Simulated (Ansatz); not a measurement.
# GeSi: a single-point run

Aim: a sound single-point run of GeSi. The structure is shown as the input types it. The cell is built on a prototype (NiAs type) and needn't be the phase found in nature.

Computed with Ansatz 0.2.0 (density functional or hybrid calculation with the settings of its input, plane waves (as first typed), unless a step's input says otherwise).

5 further runs of the same task are left out: 2 for a known fault of the program, 3 that didn't finish.

### 1 The starting structure

Symmetry: P6_3/mmc, No. 194, hexagonal system. Conventional cell: a = 3.686 Å, b = 3.686 Å, c = 6.131 Å, α = 90.00°, β = 90.00°, γ = 120.00°. Around Ge (site symmetry -3m) lie 6 Si at 2.62 Å. Si (site symmetry -6m2) has 6 Ge at 2.62 Å as nearest neighbours.

The input asks for a charge of -0.05 e on the cell.

Structure file:

```xyz
4
Lattice="3.6862 0.0000 0.0000 -1.8431 3.1924 0.0000 0.0000 0.0000 6.1307" Properties=species:S:1:pos:R:3 pbc="T T T"
Ge    0.0000    0.0000    0.0000
Ge    0.0000    0.0000    3.0653
Si    0.0000    2.1283    1.5327
Si    1.8431    1.0641    4.5980
```

### 2 The run

The input, input.yaml:

```yaml
crystal:
  lattice:
    - [3.6862437509, 0.0, 0.0]
    - [-1.8431218755, 3.1923807328, 0.0]
    - [0.0, 0.0, 6.1306785931]
  atoms:
    - { symbol: Ge, position: [0.0, 0.0, 0.0] }
    - { symbol: Ge, position: [0.0, 0.0, 0.5] }
    - { symbol: Si, position: [0.3333333333, 0.6666666667, 0.25] }
    - { symbol: Si, position: [0.6666666667, 0.3333333333, 0.75] }
kpoints:
  mp_grid: { grid: [6, 6, 4] }
hamiltonian:
  xc: pbe
scf:
  occupations: { method: fermi_dirac, width: 0.02 }
  n_extra_bands: 5
  max_iter: 92
output:
  forces: true
  stress: true
  eigenvalues: true
total_charge: -0.05
```

On the command line:

```console
$ ansatz run input.yaml --threads 4 --pin off --max-ram 3686MiB --backend cpu --events-out ev --progress --plain --runs-dir out
```

**Question.** How will this run end, and is anything wrong with its input?

The program finished normally. Convergence says nothing about whether the input makes sense.

The suspect setting: total_charge is -0.05. The typed charge changes the electron count, so this is no longer the system that was meant.

To check: delete total_charge (the default then holds).
